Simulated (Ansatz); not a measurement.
Convergence test, Al₃Cu₂

All numbers below come from Ansatz, DFT r2SCAN, scalar-relativistic, plane waves, PAW.

```xyz
5
Lattice="4.0920 0.0000 0.0000 -2.0460 3.5437 0.0000 0.0000 0.0000 4.9928" Properties=species:S:1:pos:R:3 pbc="T T T"
Al    0.0000    0.0000    0.0000
Al    0.0000    2.3625    1.7471
Al    2.0460    1.1812    3.2457
Cu    0.0000    2.3625    4.1915
Cu    2.0460    1.1812    0.8013
```

| Property | Result |
| --- | --- |
| Γ-centred k-mesh | 12×12×8 |
| occupation rule | Gaussian smearing, 0.1 eV |
| spin treatment | unpolarised |
| valence charge of the PAW sets | Al 3, Cu 19 |

The atoms stay fixed while the plane-wave cutoff is varied. ΔE is the energy extrapolated to zero smearing, less that of the reference run (850 eV). The cell isn't necessarily relaxed at this level. Pressure is positive in compression and holds a correction for the finite cutoff (Pulay stress).

Times are rough; the reference took 120 s on 1 thread of Intel(R) Xeon(R) Processor @ 2.50GHz (Skylake/Cascade Lake), with other jobs on the host, peak memory 1.1 GiB.

(1) One run gave ΔE = 1077 meV/atom and P = 2.20 GPa. Which plane-wave cutoff did it use, of 150, 200, 250, 300, 350, 380, 460, 500, 520, 600, 700?

Results:

(1) 250 eV. All runs:

| cutoff (eV) | ΔE (meV/atom) | P (GPa) | largest change of a force component (eV/Å) | plane waves at Γ | wall time (s) |
| --- | --- | --- | --- | --- | --- |
| 150 | 36217 | 26.61 | 0.195 | 303 | 19 |
| 200 | 6459 | 2.00 | 0.345 | 479 | 23 |
| 250 | 1077 | 2.20 | 0.135 | 625 | 27 |
| 300 | 128 | 1.18 | 0.032 | 825 | 34 |
| 350 | 10.5 | 0.59 | 0.005 | 1095 | 40 |
| 380 | 3.79 | 0.49 | 0.001 | 1263 | 44 |
| 460 | 1.19 | 0.50 | 0.000 | 1607 | 63 |
| 500 | 0.68 | 0.50 | 0.000 | 1861 | 86 |
| 520 | 0.55 | 0.50 | 0.000 | 1897 | 72 |
| 600 | 0.31 | 0.50 | 0.000 | 2425 | 85 |
| 700 | 0.16 | 0.50 | 0.000 | 3039 | 110 |
| 850 | 0.00 | 0.50 | 0.000 | 4055 | 120 |